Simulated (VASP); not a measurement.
Crystal: SnO2.

```
Sn O
1.0
     3.02327    0.00000    0.00000
     0.00000    4.96468    0.00000
     0.00000    0.00000    5.97696
Sn O
1 2
Direct
  0.50000 0.50000 0.00000
  0.00000 0.50000 0.77572
  0.00000 0.50000 0.22428
```

The cell was built by a generator and needn't be a form met in nature.

| Property | Result |
| --- | --- |
| Program | VASP 6.6.1 |
| Task | relaxation of cell and atoms |
| Functional | PBEsol |
| Potentials or basis | VASP PAW PBE potentials, release 64 (Sn_d, O) |
| Cutoff | 600 eV |
| k mesh | 9 × 6 × 5 |
| Occupations | fermi-dirac, width 0.05 eV |
| Spin | no spin polarisation |

At the start: pressure -0.9 GPa; volume 29.90 Å³/atom.

Problem. Where does the relaxation end?

Solution. Over 35 steps the energy falls by 9.1 meV/atom and the volume is 35.57 Å³/atom (+19.0 %); space group Pmmm (No. 47, to 0.05 Å).

The path:
```csv
step,energy change (eV),largest force (eV/Å),pressure (GPa),volume (Å³)
1,0.0000,0.2489,-0.90,89.71
2,0.0180,0.5735,2.54,87.53
3,-0.0055,0.0043,0.16,88.99
4,-0.0055,0.0095,0.19,88.97
5,-0.0062,0.0247,0.18,89.28
6,-0.0067,0.0898,0.18,89.85
7,-0.0071,0.0895,0.17,90.03
8,-0.0081,0.0912,0.16,90.57
9,-0.0100,0.0927,0.09,91.65
10,-0.0135,0.0960,0.00,93.81
11,-0.0195,0.1001,-0.15,98.21
12,-0.0252,0.0956,-0.46,107.26
13,-0.0261,0.0557,-0.33,107.93
14,-0.0265,0.0112,-0.18,108.68
15,-0.0265,0.0038,-0.13,108.93
16,-0.0267,0.0001,-0.12,108.72
17,-0.0271,0.0127,-0.04,108.07
18,-0.0272,0.0186,-0.01,107.76
19,-0.0272,0.0233,0.01,107.52
20,-0.0272,0.0212,0.01,107.63
21,-0.0272,0.0198,0.00,107.70
22,-0.0272,0.0169,0.00,107.66
23,-0.0272,0.0058,0.03,107.56
24,-0.0272,0.0159,0.06,107.35
25,-0.0273,0.0145,0.08,107.34
26,-0.0273,0.0117,0.05,107.31
27,-0.0273,0.0056,0.03,107.24
28,-0.0273,0.0052,-0.03,107.11
29,-0.0273,0.0077,-0.01,107.03
30,-0.0274,0.0098,-0.01,106.92
31,-0.0274,0.0145,0.00,106.71
32,-0.0274,0.0165,0.03,106.64
33,-0.0274,0.0150,0.03,106.69
34,-0.0274,0.0148,0.02,106.70
35,-0.0274,0.0092,0.02,106.72
```

Final structure:
```xyz
3
Lattice="3.0020 0.0000 0.0000 0.0000 5.6666 0.0000 0.0000 0.0000 6.2737" Properties=species:S:1:pos:R:3 pbc="T T T"
Sn    1.5010    2.8333    0.0000
O     3.0020    2.8333    4.9394
O     3.0020    2.8333    1.3344
```

Caveat: the volume moved by over 15 % at a fixed basis, so the end points are rough; the PAW data sets were made with another functional, which shifts forces and pressure a little.
